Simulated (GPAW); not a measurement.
# BaTiO3 (P4mm) in GPAW: settings compared, part 2 of 2

GPAW 26.7.0. Earlier steps stand in the parts before.

## (4) Equation of state, vdW-DF2

run.py

```python
from ase.eos import EquationOfState
from ase.io import Trajectory, read
from ase.units import GPa
from gpaw import GPAW, PW

atoms = read('BaTiO3.cif')

traj = Trajectory('eos.traj', 'w')
volumes, energies = [], []
for x in [0.94, 0.96, 0.98, 1.0, 1.02, 1.04, 1.06]:
    a = atoms.copy()
    a.set_cell(atoms.cell * x**(1 / 3), scale_atoms=True)
    calc = GPAW(mode=PW(800),
                xc={'name': 'vdW-DF2', 'backend': 'libvdwxc'},
                kpts={'size': (4, 4, 4), 'gamma': True},
                occupations={'name': 'fermi-dirac', 'width': 0.05},
                nbands=36,
                convergence={'density': 1e-05, 'energy': 1e-05},
                maxiter=150,
                txt=f'eos-{x:.2f}.txt')
    a.calc = calc
    energies.append(a.get_potential_energy(force_consistent=True))
    volumes.append(a.get_volume())
    calc.write(f'eos-{x:.2f}.gpw')
    traj.write(a)
    print(f'{x:.2f} {volumes[-1]:10.4f} A^3 {energies[-1]:14.6f} eV', flush=True)

v0, e0, B = EquationOfState(volumes, energies, eos='birchmurnaghan').fit()
print(f'V0 = {v0:.4f} A^3, E0 = {e0:.6f} eV, B0 = {B / GPa:.2f} GPa')
```

BaTiO3.cif

```cif
data_BaTiO3
_cell_length_a 3.99980000
_cell_length_b 3.99980000
_cell_length_c 4.01800000
_cell_angle_alpha 90.00000000
_cell_angle_beta 90.00000000
_cell_angle_gamma 90.00000000
_space_group_name_H-M_alt 'P1'
_space_group_name_Hall 'P 1'
_space_group_IT_number 1
loop_
_space_group_symop_operation_xyz
'x,y,z'
loop_
_atom_site_label
_atom_site_type_symbol
_atom_site_symmetry_multiplicity
_atom_site_Wyckoff_symbol
_atom_site_fract_x
_atom_site_fract_y
_atom_site_fract_z
_atom_site_occupancy
Ba1 Ba 1 a 0.0000000000 0.0000000000 0.0000000000 1
Ti1 Ti 1 a 0.5000000000 0.5000000000 0.4900000000 1
O1 O 1 a 0.0000000000 0.5000000000 0.5170000000 1
O2 O 1 a 0.5000000000 0.0000000000 0.5170000000 1
O3 O 1 a 0.5000000000 0.5000000000 0.0190000000 1
```

Potentials or basis: GPAW PAW data sets (gpaw-data 1.2.1), pw.

Launch:

```console
$ OMP_NUM_THREADS=1 python run.py
```

Log:

```text
__  _  _
 | _ |_)|_||  |
 |__||  | ||/\| - 26.7.0

Input parameters:
  mode=PW(ecut=800.0),
  convergence={'density': 1e-05, 'energy': 1e-05},
  kpts=MonkhorstPack(size=(4, 4, 4), gamma=True),
  maxiter=150,
  nbands=36,
  occupations=Occupations(name='fermi-dirac', width=0.05),
  xc=XC(name='vdW-DF2', backend='libvdwxc')

Diagonalizing LCAO Hamiltonian
Converting LCAO to pw mode
   .---------.
  /|         |
 * |         |
 |O|         |
 | |  OTi    |
 | .---------.
 |/    O    /
 Ba--------*

Atoms  # Å, Bohr magnetons
|   | symbol |        x |        y |        z |    initial magnetic moments |
|---|--------|----------|----------|----------|-----------------------------|
| 0 |     Ba | 0.000000 | 0.000000 | 0.000000 | ( 0.0000,  0.0000,  0.0000) |
| 1 |     Ti | 1.972871 | 1.972871 | 1.942211 | ( 0.0000,  0.0000,  0.0000) |
| 2 |      O | 0.000000 | 1.972871 | 2.049231 | ( 0.0000,  0.0000,  0.0000) |
| 3 |      O | 1.972871 | 0.000000 | 2.049231 | ( 0.0000,  0.0000,  0.0000) |
| 4 |      O | 1.972871 | 1.972871 | 0.075310 | ( 0.0000,  0.0000,  0.0000) |

Unit cell  # Å
| periodic |        x |        y |        z |  lengths |    angles |
|----------|----------|----------|----------|----------|-----------|
|      yes | 3.945742 | 0.000000 | 0.000000 | 3.945742 | 90.000000 |
|      yes | 0.000000 | 3.945742 | 0.000000 | 3.945742 | 90.000000 |
|      yes | 0.000000 | 0.000000 | 3.963696 | 3.963696 | 90.000000 |

Number of symmetries: 8
Symmetry operations  # r_c * U_cc + t_c -> r_c
[... 155 lines left out ...]
poisson solver:
  ecut: 6400.0  # eV

xc functional:
  name: vdW-DF2 with libvdwxc
  Mode: serial
  Semilocal: GGA_X_RPW86+LDA_C_PW with 2 nearest neighbor stencil
  Local blocksize: 54 x 54 x 54
  PAW datasets: PBE

convergence criteria:
- Maximum integral of absolute [dens]ity change: 1e-05 electrons / valence electron
- Maximum [total energy] change in last 3 cyles: 1e-05 eV / valence electron
- Maximum integral of absolute [eigenst]ate change: 4e-08 eV^2 / valence electron
maximum number of iterations: 150

SCF iterations
|iter     | |      energy | eigst |  dens |
|---------|-|-------------|-------|-------|
|iter:   1| | -246.377013 | +0.17 |       |
|iter:   2| | -244.024867 | -1.49 | -0.82 |
|iter:   3| | -239.548915 | -0.75 | -0.89 |
|iter:   4| | -239.244415 | -1.90 | -1.40 |
|iter:   5| | -239.169458 | -2.70 | -1.57 |
|iter:   6| | -239.178619 | -3.19 | -1.90 |
|iter:   7| | -239.178706 | -4.33 | -2.78 |
|iter:   8| | -239.178549c| -4.92 | -3.07 |
|iter:   9| | -239.178587c| -5.47 | -3.40 |
|iter:  10| | -239.178589c| -6.82 | -4.05 |
|iter:  11| | -239.178590c| -7.65c| -4.64 |
|iter:  12| | -239.178590c| -8.63c| -5.23c|

Converged in 12 steps
Energy contributions relative to reference atoms: (reference = -250624.413696)

Energy contributions:
  Kinetic:          82.007238
  Coulomb:         -77.674455
  Zero:             -0.158396
  External:          0.000000
  Xc:             -243.352978
  Entropy:          -0.000000
  Spinorbit:         0.000000
  ----------------------------
  Free energy:    -239.178590
  Extrapolated:   -239.178590

dipole moment: (-34.891103, -34.891103, -33.392621)  # |e|*Ang

Fermi level: 9.079
Eigenvalues  # (at kpt = [0.000, 0.000, 0.000])
| band index |      eig [eV] | occ [0-2] |
|------------|---------------|-----------|
|          0 |       -48.531 |     2.000 |
|        ... |               |           |
|         12 |         5.906 |     2.000 |
|         13 |         5.906 |     2.000 |
|         14 |         6.850 |     2.000 |
|         15 |         6.850 |     2.000 |
|         16 |         6.941 |     2.000 |
|         17 |         7.866 |     2.000 |
[... 8 lines left out ...]
|         26 |        13.475 |     0.000 |
|         27 |        16.343 |     0.000 |
|        ... |               |           |
|         35 |        28.730 |     0.000 |

Gap: 1.929 eV
Transition (v -> c):
  (s=0, k=17, n=19, [0.50, 0.50, 0.50]) -> (s=0, k=0, n=20, [0.00, 0.00, 0.00])
Direct/indirect transitions are different
Direct gap: 2.163 eV
Transition at: (s=0, k=0, n=19, [0.00, 0.00, 0.00])
# Writing to eos-0.96.gpw (mode='')
```

eos-1.00.txt:

```text
SCF iterations
|iter     | |      energy | eigst |  dens |
|---------|-|-------------|-------|-------|
|iter:   1| | -246.655293 | +0.15 |       |
|iter:   2| | -244.261265 | -1.46 | -0.81 |
|iter:   3| | -239.885738 | -0.73 | -0.88 |
|iter:   4| | -239.536232 | -1.85 | -1.37 |
[... 36 lines left out ...]
|         16 |         6.512 |     2.000 |
|         17 |         7.335 |     2.000 |
[... 8 lines left out ...]
|         26 |        12.905 |     0.000 |
|         27 |        15.362 |     0.000 |
|        ... |               |           |
|         35 |        27.847 |     0.000 |

Gap: 1.833 eV
Transition (v -> c):
  (s=0, k=17, n=19, [0.50, 0.50, 0.50]) -> (s=0, k=0, n=20, [0.00, 0.00, 0.00])
Direct/indirect transitions are different
Direct gap: 2.097 eV
Transition at: (s=0, k=0, n=19, [0.00, 0.00, 0.00])
# Writing to eos-1.00.gpw (mode='')
```

Wall time 2.2 min (1 thread of AMD EPYC 9R45 (Zen 5), shared host); peak memory 0.5 GiB.

Results:

| Quantity | Value |
| --- | --- |
| Equilibrium volume | 13.81 Å³/atom (rough: see the caveat) |
| Bulk modulus at fixed shape and positions | 149 GPa (rough) |

Energy against volume, from the lowest point:
| volume (Å³/atom) | energy (meV/atom) |
| --- | --- |
| 12.085 | 126.33 |
| 12.342 | 87.76 |
| 12.599 | 57.20 |
| 12.856 | 33.74 |
| 13.113 | 16.83 |
| 13.371 | 5.78 |
| 13.628 | 0.00 |

Caveat: the k mesh is coarse (spacing up to 0.39 Å⁻¹), so the values aren't converged; the minimum lies outside the volumes run; the cell was scaled at fixed shape and fractional positions, which overstates the stiffness of a crystal with free parameters, most of all of layers and chains; the PAW data sets were made with another functional, which shifts forces and pressure a little. The run has no spin-orbit coupling, so splittings on Ba are missing.

## (5) Band structure, PBEint, spin-orbit coupling, no magnetisation

run.py

```python
import numpy as np
from ase import Atoms
from ase.dft.bandgap import bandgap
from ase.io import write
from ase.units import GPa
from gpaw import GPAW, PW, setup_paths
from gpaw.spinorbit import soc_eigenstates

setup_paths.insert(0, '.')

atoms = Atoms(['Ba', 'Ti', 'O', 'O', 'O'],
              cell=[[3.9998, 0.0, 0.0],
                    [0.0, 3.9998, 0.0],
                    [0.0, 0.0, 4.018]],
              scaled_positions=[[0.0, 0.0, 0.0],
                                [0.5, 0.5, 0.49],
                                [0.0, 0.5, 0.517],
                                [0.5, 0.0, 0.517],
                                [0.5, 0.5, 0.019]],
              pbc=True)

calc = GPAW(mode=PW(800),
            xc='GGA_X_PBEINT+GGA_C_PBEINT',
            kpts={'size': (4, 4, 4), 'gamma': True},
            occupations={'name': 'fermi-dirac', 'width': 0.05},
            nbands=36,
            convergence={'density': 1e-05, 'energy': 1e-05},
            maxiter=150,
            txt='gpaw.txt')
atoms.calc = calc
energy = atoms.get_potential_energy()
forces = atoms.get_forces()
stress = atoms.get_stress()
calc.write('gs.gpw')
write('result.traj', atoms)
print(f'Energy: {energy:.6f} eV')
print('Forces (eV/A):')
print(forces.round(4))
print('Stress (GPa):', (stress / GPa).round(3))
print('Fermi level:', round(calc.get_fermi_level(), 4), 'eV')
print(f'Gap: {bandgap(calc)[0]:.4f} eV, direct: {bandgap(calc, direct=True)[0]:.4f} eV')

path = atoms.cell.bandpath('GXMGZRAZ,XR,MA', npoints=100, eps=1e-4)
bs_calc = calc.fixed_density(kpts=path, symmetry='off', nbands=53,
                             convergence={'bands': 'CBM+6.0', 'eigenstates': 1e-6}, txt='bands.txt')
bs = bs_calc.band_structure()
bs.write('bs.json')
print(f'Gap on the path: {bandgap(bs_calc)[0]:.4f} eV')

soc = soc_eigenstates(bs_calc, theta=90, phi=45)
np.savetxt('soc_bands.dat', soc.eigenvalues(), fmt='%.4f')
mesh = soc_eigenstates('gs.gpw', theta=90, phi=45)
np.savetxt('soc_mesh.dat', mesh.eigenvalues(), fmt='%.4f')
print('Fermi level with spin-orbit coupling:', round(mesh.fermi_level, 4), 'eV')
```

Potentials or basis: PAW data sets generated in the run's folder for this functional, pw.

Launch:

```console
$ gpaw-setup -f GGA_X_PBEINT+GGA_C_PBEINT Ba O Ti
$ OMP_NUM_THREADS=1 python run.py
```

Run time: 75 s. Hardware: 1 thread of AMD EPYC 9R45 (Zen 5), shared host; peak memory 0.69 GiB.

The run converged. Its results:

```yaml
Free_energy: -40.3483 eV
Pressure: -0.2 GPa
Largest_force: 0.288 eV/Å
Band_gap_on_the_k_mesh: 1.77 eV, indirect (least direct gap 2.00 eV)
Band_gap_along_the_path: 1.77 eV, indirect (least direct gap 2.00 eV)
```

Forces in eV/Å, atoms in the order of the input:
```
Ba   0.000  0.000  0.044
Ti   0.000  0.000 -0.174
O    0.000  0.000 -0.079
O    0.000  0.000 -0.079
O    0.000  0.000  0.288
```

Stress tensor (GPa, compression positive):
```
-0.52  0.00  0.00
 0.00 -0.52  0.00
 0.00  0.00  0.50
```

Levels at the corners of the path, in eV from the valence-band top:
```
point  band 36  band 37  band 38  band 39  band 40  band 41  band 42  band 43  band 44  band 45
    Γ    -0.38    -0.23    -0.23    -0.23    -0.23     1.77     1.77     1.98     1.98     2.00
    X    -1.71    -0.94    -0.94    -0.83    -0.83     2.12     2.12     3.52     3.52     3.56
    M    -1.04    -0.88    -0.88    -0.08    -0.08     3.56     3.56     3.58     3.58     3.97
    Γ    -0.38    -0.23    -0.23    -0.23    -0.23     1.77     1.77     1.98     1.98     2.00
    Z    -1.88    -0.72    -0.72    -0.68    -0.68     1.93     1.93     3.57     3.57     3.60
    R    -0.97    -0.81    -0.81    -0.16    -0.16     3.55     3.55     3.60     3.60     3.95
    A    -0.09    -0.08    -0.08     0.00     0.00     4.20     4.20     4.20     4.20     4.21
    Z    -1.88    -0.72    -0.72    -0.68    -0.68     1.93     1.93     3.57     3.57     3.60
    X    -1.71    -0.94    -0.94    -0.83    -0.83     2.12     2.12     3.52     3.52     3.56
    R    -0.97    -0.81    -0.81    -0.16    -0.16     3.55     3.55     3.60     3.60     3.95
    M    -1.04    -0.88    -0.88    -0.08    -0.08     3.56     3.56     3.58     3.58     3.97
    A    -0.09    -0.08    -0.08     0.00     0.00     4.20     4.20     4.20     4.20     4.21
```

Caveat: the k mesh is coarse; spin-orbit coupling was added after a scalar SCF, so levels and gaps hold it while energy, forces, pressure and moments don't; this program's spin-orbit splittings come out too wide for heavy elements.

## (6) Summary

```tsv
task	level	potentials or basis	spin	eigensolver	band path	band points	spin axis theta (degrees)	spin axis phi (degrees)	gap on the mesh (eV)	pressure (GPa)	largest force (eV/Å)
band structure	BLYP	PAW data sets generated in the run's folder for this functional, pw	SOC, no magnetisation	davidson	GXMGZRAZ,XR,MA	80	90	0	1.83	9.2	0.28
band structure	LDA	the program's PAW data sets (release 1.2.1) made for this functional, pw	SOC, no magnetisation	-	GXMGZRAZ,XR,MA	60	54.7	45	1.71	-7.2	0.42
equation of state	vdW-DF2	GPAW PAW data sets (gpaw-data 1.2.1), pw	off	-	-	-	-	-	-	-	-
band structure	PBEint	PAW data sets generated in the run's folder for this functional, pw	SOC, no magnetisation	-	GXMGZRAZ,XR,MA	100	90	45	1.77	-0.2	0.29
```

Alike in all rows: cell as given; k mesh 4 × 4 × 4; cutoff (eV) 800; smearing fermi-dirac 0.05 eV; the mesh is coarse, so values aren't converged.

Caveats: some runs use coarse meshes; spin-orbit coupling was added after a scalar SCF, so levels and gaps hold it while energy, forces, pressure and moments don't (some runs); this program's spin-orbit splittings come out too wide for heavy elements (some runs); the minimum lies outside the volumes run (some runs); the cell was scaled at fixed shape and fractional positions, which overstates the stiffness of a crystal with free parameters, most of all of layers and chains (some runs); the PAW data sets were made with another functional, which shifts forces and pressure a little (some runs).

Absolute energies hang on the potentials; compare differences alone.
